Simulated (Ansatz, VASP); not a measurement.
# Cross-check of As between VASP and Ansatz

Wanted: the spread between two codes on one cell, functional and k mesh. The cell is taken from a series of runs on this material, whose earlier steps may have relaxed, scaled, displaced or heated it; both programs get it as it stands. Other levels of theory on this material are compared in a session of their own.

Calculated with Ansatz 0.2.0; plane waves, with VASP 6.6.1 beside it; single point at PBE, spin-orbit coupling.

## 1. Set-up

The cell holds 4 atoms: 4 As. Its edges and angles: a = 3.614 Å, b = 3.614 Å, c = 34.100 Å, α = 90.0°, β = 90.0°, γ = 120.0°. Vacuum lies along c.

## 2. Ansatz: single point, PBE, spin-orbit coupling

Ansatz runs on its PAW fully relativistic soft_1 files.

A single point gives forces, pressure and levels at one fixed geometry, so differences don't come from the geometry; what else differs is listed under the comparison.

File input.yaml:

```yaml
crystal:
  lattice:
    - [3.614021696, 0.0, 0.0]
    - [-1.807010848, 3.1298345985, 0.0]
    - [0.0, 0.0, 34.1]
  atoms:
    - { symbol: As, position: [0.3333333333, 0.6666666667, 0.4606872782] }
    - { symbol: As, position: [0.6666666667, 0.3333333333, 0.4201710997] }
    - { symbol: As, position: [0.0, 0.0, 0.5798289003] }
    - { symbol: As, position: [0.6666666667, 0.3333333333, 0.5394617589] }
  periodic: [true, true, false]
kpoints:
  mp_grid: { grid: [6, 6, 1] }
  band_path:
    path:
      - [0.0, 0.0, 0.0]
      - [0.5, 0.0, 0.0]
      - [0.3333333333, 0.3333333333, 0.0]
      - [0.0666666667, 0.0666666667, 0.0]
      - [0.35, 0.0, 0.0]
    npoints: 1
hamiltonian:
  xc: pbe
  pseudopotentials: { kind: paw_fr, azcp: { folder: soft_1 } }
scf:
  occupations: { method: fermi_dirac, width: 0.02 }
  n_extra_bands: 10
magnetization:
  noncollinear: true
  spin_orbit: true
output:
  eigenvalues: true
  forces: true
  stress: true
```

The run is started by

```
$ ansatz run input.yaml --threads 4 --pin off --max-ram 17510MiB --backend cpu --events-out ev --progress --plain --runs-dir out
```

Numbers of over 12 decimals in the logs are rounded to 6 here.

The program printed:

```text
scf.n_extra_bands = 10 over 60 filled bands (N_el = 60.0): the run solves 70 bands
Engine: ansatz 0.2.0, aarch64-unknown-linux-gnu
Pseudopotentials: kind: paw_fr
Pseudopotential: As, paw, valence charge 15, recommended cutoff 420 eV (normal), soft_1/As.paw.azcp
Functional definition: PBE
  parameter kappa = 0.804
  parameter beta = 0.066725
  exchange = pbe_x(kappa = kappa, mu = beta*pi^2/3)
  correlation = pbe_c(beta = beta)
non-collinear run that drives no moment, with spin-orbit: no starting moment large enough to seed its density (crystal.atoms[].spin), no starting occupations that ask for one, no magnetisation constraint and no magnetic field, so the semilocal B_xc is pinned to zero
Crystal: 4 atoms, lattice volume = 385.715 Å³
Basis set: ecut = 420 eV, 7433 PW (Γ), exchange–correlation on 50×50×480 points (8 copies of the dense FFT grid, shifted against one another)
Bands: 70, of which v1, the nominal top of the filled ones, is band 60 counted from 1 (59 counted from 0)
Symmetry: 6 space group operations + 6 with time reversal
Magnetic group: BNS 156.50 (UNI 1280), of the structure as read, at distance tolerance 7.3e-5 Å
k-points: 7 of 36 (time reversal used)
Projection manifold: j_resolved (fully-relativistic pseudo-atomic orbitals)
Non-local potential: As, projectors of the file, resolved by j, l = 0: 2, l = 1: 4, l = 2: 6, l = 3: 2
PAW form: soft (Blöchl's): semilocal exchange-correlation on the pseudo side does not see the compensation charge
PAW one-centre angular grid: As, 590 points (default); XC on 96 Gauss nodes
Initial density: superposition of atomic densities (neutral atoms: chi_scale 0, normalization atom)
Initial wavefunctions: pseudopotential atomic-orbital guess
Functional: x = pbe(κ = 0.804, μ = 0.219515), c = pbe(β = 0.066725)
iter 1 solved again at ethr=9.03e-4 eV; its pass at ethr=3.10e-3 eV (dr2=5.42e-1 eV) is discarded
SCF iter   1: F=—  HF=-19425.046709 eV  |F-HF|=—  |Δ(HF+E_count)|=         —  Δρ=1.32e-2  dr2=5.42e-1  dr2_m=0.00e0 (ungated)  ethr=9.03e-4  |M|=0.00e0 ∫|m|=0.00e0 μB  |m|>n=0.0e0 m-floor=0.0e0 τ_xc=0.0e0  β_m=0.30  ⟨swp⟩=2.0  Hψ=3169  notcnv=0
preconditioner: auto → Resta (q_TF=auto, 2.001 Å⁻¹)  ε∞=2.0  [insulator: Δε(μ)=0.668 eV  Ē_g=8.657 eV  σ=0.020 eV  W_gap=1.00  n_scr=20 (ndim 8)  ℏωp=8.5 eV  f_vac=0.726  D(μ)=0.00/eV (n_scr^D=0)  ε∞_Penn≈2.0  vacuum switching on, ρ_ref=5.4e-3 e/Å³]
spin=Noncollinear: Resta preconditioning applied to the charge; magnetization (m_x, m_y, m_z) channels mix plain (no charge-response kernel on spin).
SCF iter   2: F=—  HF=-19425.006976 eV  |F-HF|=—  |Δ(HF+E_count)|=   3.97e-2  Δρ=9.51e-3  dr2=2.77e-1  dr2_m=0.00e0 (ungated)  ethr=9.03e-4  |M|=0.00e0 ∫|m|=0.00e0 μB  |m|>n=0.0e0 m-floor=0.0e0 τ_xc=0.0e0  β_m=0.62  ⟨swp⟩=2.6  Hψ=664  notcnv=0
SCF iter   3: F=—  HF=-19425.128909 eV  |F-HF|=—  |Δ(HF+E_count)|=   1.22e-1  Δρ=5.24e-3  dr2=2.04e0  dr2_m=0.00e0 (ungated)  ethr=4.62e-4  |M|=0.00e0 ∫|m|=0.00e0 μB  |m|>n=0.0e0 m-floor=0.0e0 τ_xc=0.0e0  β_m=0.38  ⟨swp⟩=4.4  Hψ=1228  notcnv=0  defer=20  recentre
SCF iter   4: F=—  HF=-19424.976109 eV  |F-HF|=—  |Δ(HF+E_count)|=   1.53e-1  Δρ=1.30e-3  dr2=2.24e-2  dr2_m=0.00e0 (ungated)  ethr=4.62e-4  |M|=0.00e0 ∫|m|=0.00e0 μB  |m|>n=0.0e0 m-floor=0.0e0 τ_xc=0.0e0  β_m=0.35  ⟨swp⟩=4.1  Hψ=878  notcnv=0  defer=36
SCF iter   5: F=—  HF=-19424.974708 eV  |F-HF|=—  |Δ(HF+E_count)|=   1.40e-3  Δρ=6.61e-4  dr2=1.37e-3  dr2_m=0.00e0 (ungated)  ethr=3.73e-5  |M|=0.00e0 ∫|m|=0.00e0 μB  |m|>n=0.0e0 m-floor=0.0e0 τ_xc=0.0e0  β_m=0.47  ⟨swp⟩=3.7  Hψ=731  notcnv=0  defer=34
SCF iter   6: F=—  HF=-19424.975313 eV  |F-HF|=—  |Δ(HF+E_count)|=   6.05e-4  Δρ=2.43e-4  dr2=2.28e-4  dr2_m=0.00e0 (ungated)  ethr=2.28e-6  |M|=0.00e0 ∫|m|=0.00e0 μB  |m|>n=0.0e0 m-floor=0.0e0 τ_xc=0.0e0  β_m=0.63  ⟨swp⟩=3.3  Hψ=774  notcnv=0  defer=34
SCF iter   7: F=—  HF=-19424.975447 eV  |F-HF|=—  |Δ(HF+E_count)|=   1.34e-4  Δρ=6.04e-5  dr2=1.81e-5  dr2_m=0.00e0 (ungated)  ethr=3.80e-7  |M|=0.00e0 ∫|m|=0.00e0 μB  |m|>n=0.0e0 m-floor=0.0e0 τ_xc=0.0e0  β_m=0.60  ⟨swp⟩=2.9  Hψ=619  notcnv=0  defer=34
SCF iter   8: F=—  HF=-19424.975475 eV  |F-HF|=—  |Δ(HF+E_count)|=   2.80e-5  Δρ=1.79e-5  dr2=1.19e-6  dr2_m=0.00e0 (ungated)  ethr=3.01e-8  |M|=0.00e0 ∫|m|=0.00e0 μB  |m|>n=0.0e0 m-floor=0.0e0 τ_xc=0.0e0  β_m=0.65  ⟨swp⟩=3.0  Hψ=969  notcnv=0  defer=34
SCF iter   9: F=—  HF=-19424.975477 eV  |F-HF|=—  |Δ(HF+E_count)|=   1.64e-6  Δρ=6.90e-6  dr2=1.65e-7  dr2_m=0.00e0 (ungated)  ethr=1.98e-9  |M|=0.00e0 ∫|m|=0.00e0 μB  |m|>n=0.0e0 m-floor=0.0e0 τ_xc=0.0e0  β_m=0.68  ⟨swp⟩=3.0  Hψ=919  notcnv=0  defer=34
SCF iter  10: F=-19424.975477 eV  HF=-19424.975477 eV  |F-HF|=6.69e-9  |Δ(HF+E_count)|=   2.55e-7  Δρ=1.36e-6  dr2=9.14e-9  dr2_m=0.00e0 (ungated)  ethr=1.67e-10  |M|=0.00e0 ∫|m|=0.00e0 μB  |m|>n=0.0e0 m-floor=0.0e0 τ_xc=0.0e0  ⟨swp⟩=16.4  Hψ=2972  notcnv=0
SCF 1 converged in 10 iterations: F = -19424.975477 eV  dr2 = 9.14e-9
  greatest PAW one-centre occupation: 0.999 electrons in one spin orbital (limit 2), on the As atom at site 3 (counted from 0), in its partial waves of l = 2
NSCF: frozen V_eff on 5 k-points
SCF converged after 10 iterations
Magnetization: |M| = 0.0000 μB,  M = (+0.0000, +0.0000, +0.0000) μB
Absolute magnetization: 0.0000 μB (∫|m|)
  site 0: m = (+0.0000, +0.0000, +0.0000) μB, |m| = 0.0000 μB  (R = 1.03 Å)
  site 1: m = (+0.0000, +0.0000, +0.0000) μB, |m| = 0.0000 μB  (R = 1.03 Å)
  site 2: m = (+0.0000, +0.0000, +0.0000) μB, |m| = 0.0000 μB  (R = 1.03 Å)
  site 3: m = (+0.0000, +0.0000, +0.0000) μB, |m| = 0.0000 μB  (R = 1.03 Å)
Free energy (F): -19424.975477 eV
Harris-Foulkes:  -19424.975477 eV  (|F-HF|=6.69e-9)
Internal energy: -19424.975477 eV  (E = F + TS)
E sigma→0 (E₀):  -19424.975477 eV
Entropy (-TS):   -0.000000 eV (-0.000 meV/atom)
Fermi energy:    -4.421506 eV
--- Per-component energies (eV) ---
  E_band       = -1830.184467
  E_kinetic    = 385.896780
  E_local      = -181200.902137  (includes V_loc(G=0)·N_el)
  E_nonlocal   = -1570.689341
  E_hartree    = 90649.144964
  E_xc         = -279.936515
  E_vxc        = -292.482678  (∫ρ·V_xc dr)
  E_paw        = -8055.194339  (= ΣΔE_a)
  E_vpaw       = -450.295881  (= ΣTr[D̂ρ^β])
  E_aug_tail   = -0.000027  (compensation charges beyond the density's cutoff)
  E_ewald      = 80646.705138
  E_smearing   = -0.000000  (= −TS)
  E_closure    = -0.000000  (closes the sum)
  Σ components = -19424.975477   (vs F -19424.975477, Δ=0.00e0)
--- Forces (eV/Å), atoms counted from 1 ---
  atom   1  As     0.00000000    -0.00000000    -0.07737279
  atom   2  As     0.00000000     0.00000000    -0.09610418
  atom   3  As    -0.00000000     0.00000000     0.10050853
  atom   4  As    -0.00000000    -0.00000000     0.07296117
  max |Σ_I F_I| component: 7.27e-6 eV/Å
--- 2D stress c σ (N/m, compression-positive) ---
        1.715643       0.000000       0.000000
       -0.000000       1.715643       0.000000
        0.000000       0.000000       0.000000
  P = ½ c Tr σ = 1.7156 N/m
--- Band table (eV; the first three rows and the last of 7) ---
  k-point 0: bands = [... 56 lower, -5.2322, -5.2322, -4.7655, -4.7655, -3.6044, -3.6044, -2.5043, -2.5043, ... 6 higher]
  k-point 1: bands = [... 56 lower, -5.9782, -5.9772, -4.7346, -4.7244, -3.1865, -3.1860, -2.8523, -2.8490, ... 6 higher]
  k-point 2: bands = [... 56 lower, -6.4662, -6.4490, -5.9437, -5.9239, -4.1156, -4.1137, -3.0248, -3.0227, ... 6 higher]
  k-point 6: bands = [... 56 lower, -7.3881, -7.3122, -6.7682, -6.7644, -3.6044, -3.5974, -3.2335, -3.2115, ... 6 higher]
  ° read free of the cell's end (the report's vacuum.weakly_bound_levels)
```

The column dr2 measures how far the density is from self-consistency, as an energy; F and HF (Harris–Foulkes) agree once it is small.

## 3. VASP: single point, PBE, spin-orbit coupling

The same cell, functional, mesh and smearing now go to VASP, with its own data sets.

Lines of VASP's logs that name or quote its potential files are left out, and so is its time.

File INCAR:

```
SYSTEM = As
PREC = Accurate
ENCUT = 400
EDIFF = 1E-06
NELM = 200
ISMEAR = -1
SIGMA = 0.02
LREAL = .FALSE.
ALGO = Normal
GGA = PE
LNONCOLLINEAR = .TRUE.
MAGMOM = 0 0 0 0 0 0 0 0 0 0 0 0
NBANDS = 32
GGA_COMPAT = .FALSE.
LASPH = .TRUE.
LSORBIT = .TRUE.
LORBIT = 11
LWAVE = .FALSE.
LCHARG = .FALSE.
ISIF = 2
LDIPOL = .TRUE.
IDIPOL = 3
DIPOL = 0.5 0.5 0.5
LVHAR = .TRUE.
EFERMI = MIDGAP
NELMDL = -8
KPAR = 2
```

File POSCAR:

```
As
1.0
    3.6140216960      0.0000000000      0.0000000000
   -1.8070108480      3.1298345985      0.0000000000
    0.0000000000      0.0000000000     34.1000000000
As
4
Direct
    0.3333333333      0.6666666667      0.4606872782
    0.6666666666      0.3333333334      0.4201710997
    1.0000000000      0.0000000000      0.5798289003
    0.6666666666      0.3333333334      0.5394617589
```

File KPOINTS:

```
Automatic mesh
0
Gamma
6 6 1
0 0 0
```

The projector-augmented-wave data sets are As (PBE family, release 64).

The run is started by

```
$ mpirun -np 2 vasp_ncl
```

The program printed:

```text
[banner, memory and clock lines left out]
running    2 mpi-ranks, on    1 nodes
 distrk:  each k-point on    1 cores,    2 groups
 distr:  one band on    1 cores,    1 groups

 POSCAR found type information on POSCAR As
 POSCAR found :  1 types and       4 ions
 LDA part: xc-table for (Slater+PW92), standard interpolation
 POSCAR, INCAR and KPOINTS ok, starting setup
 FFT: planning ... GRIDC
 FFT: planning ... GRID_SOFT
 FFT: planning ... GRID
 WAVECAR not read
 entering main loop
       N       E                     dE             d eps       ncg     rms          rms(c)
DAV:   1     0.131431148137E+03    0.13143E+03   -0.50892E+03   648   0.694E+02
DAV:   2    -0.329815368264E+00   -0.13176E+03   -0.12403E+03  1016   0.146E+02
DAV:   3    -0.181604883576E+02   -0.17831E+02   -0.17721E+02   824   0.607E+01
DAV:   4    -0.187104316696E+02   -0.54994E+00   -0.54761E+00   856   0.134E+01
DAV:   5    -0.187219070803E+02   -0.11475E-01   -0.11460E-01   784   0.185E+00
DAV:   6    -0.187222602127E+02   -0.35313E-03   -0.35310E-03   848   0.327E-01
DAV:   7    -0.187222715130E+02   -0.11300E-04   -0.11300E-04   824   0.492E-02
DAV:   8    -0.187222719718E+02   -0.45875E-06   -0.45872E-06   768   0.993E-03    0.473E+00
DAV:   9    -0.186543967641E+02    0.67875E-01   -0.36520E-02   728   0.119E+00    0.283E+00
DAV:  10    -0.186195671254E+02    0.34830E-01   -0.93546E-02   752   0.164E+00    0.223E-01
DAV:  11    -0.186191500758E+02    0.41705E-03   -0.47143E-03   752   0.482E-01    0.130E-01
DAV:  12    -0.186192961030E+02   -0.14603E-03   -0.12689E-03   752   0.220E-01    0.682E-02
DAV:  13    -0.186193294213E+02   -0.33318E-04   -0.48037E-04   808   0.119E-01    0.288E-02
DAV:  14    -0.186193182696E+02    0.11152E-04   -0.68610E-05   800   0.592E-02    0.177E-02
[...]
DAV:  18    -0.186194701835E+02   -0.38359E-04   -0.38393E-06   736   0.776E-03    0.194E-03
DAV:  19    -0.186194942707E+02   -0.24087E-04   -0.17381E-06   648   0.466E-03    0.148E-03
DAV:  20    -0.186195063064E+02   -0.12036E-04   -0.74902E-07   648   0.328E-03    0.679E-04
DAV:  21    -0.186195128330E+02   -0.65266E-05   -0.12110E-07   544   0.157E-03    0.545E-04
DAV:  22    -0.186195225833E+02   -0.97503E-05   -0.24962E-07   560   0.127E-03    0.294E-04
DAV:  23    -0.186195245914E+02   -0.20081E-05   -0.47410E-08   528   0.552E-04    0.138E-04
DAV:  24    -0.186195264873E+02   -0.18959E-05   -0.52235E-08   560   0.542E-04    0.857E-05
DAV:  25    -0.186195268775E+02   -0.39017E-06   -0.48218E-09   408   0.204E-04
   1 F= -.18619527E+02 E0= -.18619527E+02  d E =-.831342E-07  mag=     0.0000     0.0000     0.0000
```

Parts of OUTCAR (step 3):

```text
ion  position               nearest neighbor table
   1  0.333  0.667  0.461-   2 2.50   2 2.50   2 2.50
   2  0.667  0.333  0.420-   1 2.50   1 2.50   1 2.50
   3  0.000  0.000  0.580-   4 2.50   4 2.50   4 2.50
   4  0.667  0.333  0.539-   3 2.50   3 2.50   3 2.50

  LATTYP: Found a hexagonal cell.
 ALAT       =     3.6140216960
 C/A-ratio  =     9.4354718561

 Subroutine GETGRP returns: Found  6 space group operations
 (whereof  6 operations were pure point group operations)

The static configuration has the point symmetry C_3v.

 Found     10 irreducible k-points:

   k-points           NKPTS =     10   k-points in BZ     NKDIM =     10   number of bands    NBANDS=     32

   dimension x,y,z NGX =    24 NGY =   24 NGZ =  224
   dimension x,y,z NGXF=    48 NGYF=   48 NGZF=  448

   ENCUT  =  400.0 eV  29.40 Ry    5.42 a.u.   5.89  5.89 55.61*2*pi/ulx,y,z

   NELECT =      20.0000    total number of electrons

 k-points in reciprocal lattice and weights: Automatic mesh
   0.00000000  0.00000000  0.00000000       0.028
   0.16666667  0.00000000  0.00000000       0.083
  -0.16666667 -0.00000000  0.00000000       0.083
   0.33333333 -0.00000000  0.00000000       0.083
  -0.33333333  0.00000000  0.00000000       0.083
   0.50000000  0.00000000  0.00000000       0.083
   0.16666667  0.16666667  0.00000000       0.167
   0.33333333  0.16666667  0.00000000       0.167
  -0.33333333 -0.16666667  0.00000000       0.167
   0.33333333  0.33333333  0.00000000       0.056

 dipolmoment           0.000000      0.000000      0.009502 electrons x Angstroem

 average (electrostatic) potential at core
       1 -57.5218       2 -57.4542       3 -57.3066       4 -57.3803

 E-fermi :  -2.2350

 k-point     1 :       0.0000    0.0000    0.0000
  band No.  band energies     occupation
    ...
     16      -3.2710      1.00000
     17      -3.0632      1.00000
     18      -3.0632      1.00000
     19      -2.5754      1.00000
     20      -2.5754      1.00000
     21      -1.4450      0.00000
     22      -1.4450      0.00000
     23      -0.3410      0.00000
     24      -0.3410      0.00000
     25      -0.0410      0.00000
    ...

 k-point     2 :       0.1667    0.0000    0.0000
  band No.  band energies     occupation
    ...
     16      -4.0182      1.00000
     17      -3.8081      1.00000
     18      -3.8073      1.00000
     19      -2.5359      1.00000
     20      -2.5257      1.00000
     21      -1.0106      0.00000
     22      -1.0103      0.00000
     23      -0.6761      0.00000
     24      -0.6731      0.00000
     25       0.5936      0.00000
    ...

 k-point     3 :      -0.1667   -0.0000    0.0000
  band No.  band energies     occupation
    ...
     16      -4.0182      1.00000
     17      -3.8081      1.00000
     18      -3.8073      1.00000
     19      -2.5359      1.00000
     20      -2.5257      1.00000
     21      -1.0106      0.00000
     22      -1.0103      0.00000
     23      -0.6761      0.00000
     24      -0.6731      0.00000
     25       0.5936      0.00000
    ...

  Total        1.3663056      1.3663056      0.9354169      0.0000000      0.0000000      0.0000000
  in kB        5.6753404      5.6753404      3.8855210      0.0000000      0.0000000      0.0000000
  external PRESSURE =       5.0787340 kB  Pullay stress =       0.0000000 kB

  energy-cutoff  :      400.00
  volume of cell :      385.71
      direct lattice vectors                 reciprocal lattice vectors
     3.614021696  0.000000000  0.000000000     0.276700054  0.159752851  0.000000000
    -1.807010848  3.129834599  0.000000000     0.000000000  0.319505702  0.000000000
     0.000000000  0.000000000 34.100000000     0.000000000  0.000000000  0.029325513

 POSITION                                       TOTAL-FORCE (eV/Angst)
 -----------------------------------------------------------------------------------
     -0.00000      2.08656     15.70944        -0.000000      0.000000      0.004989
      1.80701      1.04328     14.32783        -0.000000     -0.000000     -0.175307
      0.00000      0.00000     19.77217         0.000000      0.000000      0.181572
      1.80701      1.04328     18.39565        -0.000000      0.000000     -0.011255
 -----------------------------------------------------------------------------------
    total drift:                                0.000000     -0.000000      0.000007

  FREE ENERGIE OF THE ION-ELECTRON SYSTEM (eV)
  ---------------------------------------------------
  free  energy   TOTEN  =       -18.6195268775 eV

  energy  without entropy=      -18.6195267943  energy(sigma->0) =      -18.61952684

 vacuum level on the upper side and lower side of the slab         2.269         2.117

 Spin-Orbit-Coupling matrix elements
 Ion:    1  E_soc:     -0.0245096
 Ion:    2  E_soc:     -0.0248698
 Ion:    3  E_soc:     -0.0247660
 Ion:    4  E_soc:     -0.0245428

 total charge
# of ion       s       p       d       tot
------------------------------------------
    1        1.301   1.367   0.045   2.713
    2        1.296   1.377   0.041   2.714
    3        1.294   1.382   0.041   2.717
    4        1.298   1.372   0.047   2.717
--------------------------------------------------
tot          5.189   5.498   0.175  10.861

 magnetization (x)
# of ion       s       p       d       tot
------------------------------------------
    1        0.000   0.000   0.000   0.000
    2        0.000  -0.000   0.000  -0.000
    3       -0.000  -0.000   0.000  -0.000
    4        0.000   0.000   0.000   0.000
--------------------------------------------------
tot          0.000  -0.000   0.000  -0.000

 magnetization (y)
# of ion       s       p       d       tot
------------------------------------------
    1        0.000   0.000   0.000   0.000
    2        0.000   0.000   0.000   0.000
    3        0.000   0.000   0.000   0.000
    4        0.000   0.000   0.000   0.000
--------------------------------------------------
tot          0.000   0.000   0.000   0.000

 magnetization (z)
# of ion       s       p       d       tot
------------------------------------------
    1        0.000   0.000  -0.000   0.000
    2        0.000   0.000   0.000   0.000
    3        0.000   0.000   0.000   0.000
    4        0.000   0.000   0.000   0.000
--------------------------------------------------
tot          0.000   0.000   0.000   0.000

[... 3 further parts left out ...]
```

## 4. Differences

Known differences besides the potentials themselves: spin-orbit coupling enters by fully relativistic files in Ansatz and inside the spheres in VASP; Ansatz cuts the interaction across the vacuum, VASP repeats the sheet with a dipole correction; the data sets hold 60 valence electrons in Ansatz (on its PAW fully relativistic soft_1 files) and 20 in VASP; the cutoff is 420 eV in Ansatz and 400 eV in VASP. Total energies have different zeros and are not compared.

The two programs side by side:

| quantity | Ansatz | VASP | difference |
| --- | --- | --- | --- |
| gap on the k mesh (eV) | 0.609 | 0.585 | +0.024 |

Forces (eV/Å; atoms numbered as in POSCAR):

| atom | Ansatz x, y, z | VASP x, y, z |
| --- | --- | --- |
| As1 | 0.000, 0.000, -0.077 | 0.000, 0.000, 0.005 |
| As2 | 0.000, 0.000, -0.096 | 0.000, 0.000, -0.175 |
| As3 | 0.000, 0.000, 0.101 | 0.000, 0.000, 0.182 |
| As4 | 0.000, 0.000, 0.073 | 0.000, 0.000, -0.011 |

The forces differ by 47 meV/Å r.m.s., which is 64.7 % of the r.m.s. force of 0.073 eV/Å (both taken over all components). A gap on the mesh is an upper bound, since the band edges may lie between its points. With vacuum in the cell, a pressure given here is an average over mostly empty space and none of the material.

## 5. Outcome

```json
{
  "r.m.s. force difference (single point, PBE, spin-orbit coupling)": "47 meV/Å"
}
```

In words: The r.m.s. force difference is 47 meV/Å (single point, PBE, spin-orbit coupling), beyond the 12 meV/Å picked in this series as the mark of a large difference. The data sets hold unlike numbers of valence electrons (60 in Ansatz and 20 in VASP), so part of the differences comes from the potentials. What causes the difference of the single point, PBE, spin-orbit coupling pair stays open here. 7 further runs of this series are not shown here. Such differences can come from data sets, numerical settings and the points named under the comparisons, not from the functional's error against experiment.

[Lines on the potential files, build, host, timing and source positions are cut from VASP's logs without a mark.]

[Logs are printed without paths, hosts, clocks, repeated set-up lines and the standing remarks that a program may print on its own settings, such as how far it seeks lower states.]

[Hosts, paths, dates, database ids (printed as entryN), source tags and the programs' standing remarks are cut or masked in the printed files.]
